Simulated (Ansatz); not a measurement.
Base system: Ti3SiC2 (space group P6_3/mmc, No. 194).

```
Ti3SiC2
1.0
    3.07276     0.00000     0.00000
   -1.53638     2.66109     0.00000
    0.00000     0.00000    17.72285
Ti Si C
6 2 4
Direct
  0.00000   0.00000   0.00000
  0.00000   0.00000   0.50000
  0.33333   0.66667   0.13489
  0.66667   0.33333   0.63489
  0.66667   0.33333   0.86511
  0.33333   0.66667   0.36511
  0.00000   0.00000   0.25000
  0.00000   0.00000   0.75000
  0.33333   0.66667   0.57233
  0.66667   0.33333   0.07233
  0.66667   0.33333   0.42767
  0.33333   0.66667   0.92767
```

Method: PBE (Ansatz, a first-principles code; PAW; 420 eV plane waves; spin-orbit coupling left out).

For the base:

The pressure is 0.0 GPa and the band gap is zero.

Now apply this change: the cell is scaled by 1.0188 in all directions; the atoms relax in the strained cell.

### Question
Estimate the effect on the energy relative to the base, pressure, largest internal atomic displacement and band gap.

### Answer
The energy grows by 21 meV/atom; the pressure (mean of the normal stresses, compression positive) goes from zero to -9.1 GPa; the largest internal atomic displacement amounts to 0.030 Å; the band gap stays zero.

Stability against distortions was not tested. The final runs are not spin-polarised.
